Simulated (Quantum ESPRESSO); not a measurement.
Write the native input for Quantum ESPRESSO 7.5 that does the following.

* Task: band structure
* Functional: PBEsol
* Potentials or basis: GBRV 1.5 PBEsol
* Cutoff: 612 eV
* Density cutoff: 4898 eV
* k mesh: 10 × 10 × 8
* Occupations: fermi-dirac, width 0.05 eV
* Spin: collinear spin, ferromagnetic start
* Starting moments: [1.0, 1.0] μB
* Mixing beta: 0.3
* Most SCF iterations: 120
* SCF threshold: 4e-10 Ry

TiNi:

```xyz
2
Lattice="2.7358 0.0000 0.0000 0.0000 2.7358 0.0000 0.0000 0.0000 3.5814" Properties=species:S:1:pos:R:3 pbc="T T T"
Ni    0.0000    0.0000    0.0000
Ti    1.3679    1.3679    1.7907
```

The cell comes from a database or a generator and needn't be the stable form of this composition.

One way to write it, as run:

pw.in

```
&CONTROL
  calculation = 'scf'
  prefix = 'pwscf'
  outdir = './tmp'
  pseudo_dir = './pseudo'
  tprnfor = .true.
  tstress = .true.
  disk_io = 'low'
/
&SYSTEM
  ibrav = 0
  celldm(1) = 8
  nat = 2
  ntyp = 2
  ecutwfc = 45
  ecutrho = 360
  nbnd = 25
  occupations = 'smearing'
  smearing = 'fd'
  degauss = 0.00367493
  nspin = 2
  starting_magnetization(1) = 0.0556
  starting_magnetization(2) = 0.0833
/
&ELECTRONS
  conv_thr = 4d-10
  electron_maxstep = 120
  mixing_beta = 0.3
/
ATOMIC_SPECIES
Ni    58.6934 ni_pbesol_v1.4.uspp.F.UPF
Ti    47.8670 ti_pbesol_v1.4.uspp.F.UPF
CELL_PARAMETERS alat
  0.6462398001162   0.0000000000000   0.0000000000000
  0.0000000000000   0.6462398001162   0.0000000000000
  0.0000000000000   0.0000000000000   0.8459855049995
ATOMIC_POSITIONS crystal
Ni     0.0000000000    0.0000000000    0.0000000000
Ti     0.5000000000    0.5000000000    0.5000000000
K_POINTS automatic
10 10 8 0 0 0
```

bands.in

```
&CONTROL
  calculation = 'bands'
  prefix = 'pwscf'
  outdir = './tmp'
  pseudo_dir = './pseudo'
  disk_io = 'low'
  verbosity = 'high'
/
&SYSTEM
  ibrav = 0
  celldm(1) = 8
  nat = 2
  ntyp = 2
  ecutwfc = 45
  ecutrho = 360
  nbnd = 25
  occupations = 'smearing'
  smearing = 'fd'
  degauss = 0.00367493
  nspin = 2
  starting_magnetization(1) = 0.0556
  starting_magnetization(2) = 0.0833
/
&ELECTRONS
  conv_thr = 1d-08
  electron_maxstep = 120
  mixing_beta = 0.3
  diago_full_acc = .true.
  startingwfc = 'random'
/
ATOMIC_SPECIES
Ni    58.6934 ni_pbesol_v1.4.uspp.F.UPF
Ti    47.8670 ti_pbesol_v1.4.uspp.F.UPF
CELL_PARAMETERS alat
  0.6462398001162   0.0000000000000   0.0000000000000
  0.0000000000000   0.6462398001162   0.0000000000000
  0.0000000000000   0.0000000000000   0.8459855049995
ATOMIC_POSITIONS crystal
Ni     0.0000000000    0.0000000000    0.0000000000
Ti     0.5000000000    0.5000000000    0.5000000000
K_POINTS crystal
60
 0.0000000000  0.0000000000  0.0000000000 1
 0.0000000000  0.0833333333  0.0000000000 1
 0.0000000000  0.1666666667  0.0000000000 1
 0.0000000000  0.2500000000  0.0000000000 1
 0.0000000000  0.3333333333  0.0000000000 1
 0.0000000000  0.4166666667  0.0000000000 1
 0.0000000000  0.5000000000  0.0000000000 1
 0.0833333333  0.5000000000  0.0000000000 1
 0.1666666667  0.5000000000  0.0000000000 1
 0.2500000000  0.5000000000  0.0000000000 1
 0.3333333333  0.5000000000  0.0000000000 1
 0.4166666667  0.5000000000  0.0000000000 1
 0.5000000000  0.5000000000  0.0000000000 1
 0.4444444444  0.4444444444  0.0000000000 1
 0.3888888889  0.3888888889  0.0000000000 1
 0.3333333333  0.3333333333  0.0000000000 1
 0.2777777778  0.2777777778  0.0000000000 1
 0.2222222222  0.2222222222  0.0000000000 1
 0.1666666667  0.1666666667  0.0000000000 1
 0.1111111111  0.1111111111  0.0000000000 1
 0.0555555556  0.0555555556  0.0000000000 1
 0.0000000000  0.0000000000  0.0000000000 1
 0.0000000000  0.0000000000  0.1250000000 1
 0.0000000000  0.0000000000  0.2500000000 1
 0.0000000000  0.0000000000  0.3750000000 1
 0.0000000000  0.0000000000  0.5000000000 1
 0.0000000000  0.0833333333  0.5000000000 1
 0.0000000000  0.1666666667  0.5000000000 1
 0.0000000000  0.2500000000  0.5000000000 1
 0.0000000000  0.3333333333  0.5000000000 1
 0.0000000000  0.4166666667  0.5000000000 1
 0.0000000000  0.5000000000  0.5000000000 1
 0.0833333333  0.5000000000  0.5000000000 1
 0.1666666667  0.5000000000  0.5000000000 1
 0.2500000000  0.5000000000  0.5000000000 1
 0.3333333333  0.5000000000  0.5000000000 1
 0.4166666667  0.5000000000  0.5000000000 1
 0.5000000000  0.5000000000  0.5000000000 1
 0.4500000000  0.4500000000  0.5000000000 1
 0.4000000000  0.4000000000  0.5000000000 1
 0.3500000000  0.3500000000  0.5000000000 1
 0.3000000000  0.3000000000  0.5000000000 1
 0.2500000000  0.2500000000  0.5000000000 1
 0.2000000000  0.2000000000  0.5000000000 1
 0.1500000000  0.1500000000  0.5000000000 1
 0.1000000000  0.1000000000  0.5000000000 1
 0.0500000000  0.0500000000  0.5000000000 1
 0.0000000000  0.0000000000  0.5000000000 1
 0.0000000000  0.5000000000  0.0000000000 1
 0.0000000000  0.5000000000  0.1000000000 1
 0.0000000000  0.5000000000  0.2000000000 1
 0.0000000000  0.5000000000  0.3000000000 1
 0.0000000000  0.5000000000  0.4000000000 1
 0.0000000000  0.5000000000  0.5000000000 1
 0.5000000000  0.5000000000  0.0000000000 1
 0.5000000000  0.5000000000  0.1000000000 1
 0.5000000000  0.5000000000  0.2000000000 1
 0.5000000000  0.5000000000  0.3000000000 1
 0.5000000000  0.5000000000  0.4000000000 1
 0.5000000000  0.5000000000  0.5000000000 1
```

Potentials or basis: GBRV 1.5 PBEsol.

Command:

```bash
$ OMP_NUM_THREADS=1 mpirun -n 2 pw.x -nk 2 -in pw.in > pw.out
$ OMP_NUM_THREADS=1 mpirun -n 2 pw.x -nk 2 -in bands.in > bands.out
```

Results of the run:

```yaml
Pressure: -6.3 GPa
Band_gap_on_the_k_mesh: none (metal or under the smearing width)
Net_moment: 0.00 μB per cell
Absolute_moment: 0.00 μB per cell
Valence_electrons_inside_the_program's_atomic_spheres: Ni 17.05; Ti 10.12
```

It took 92 s on 2 MPI ranks on AMD EPYC 7R43 64-Core Processor (Zen 3) (shared host), peak memory 0.24 GiB a rank.
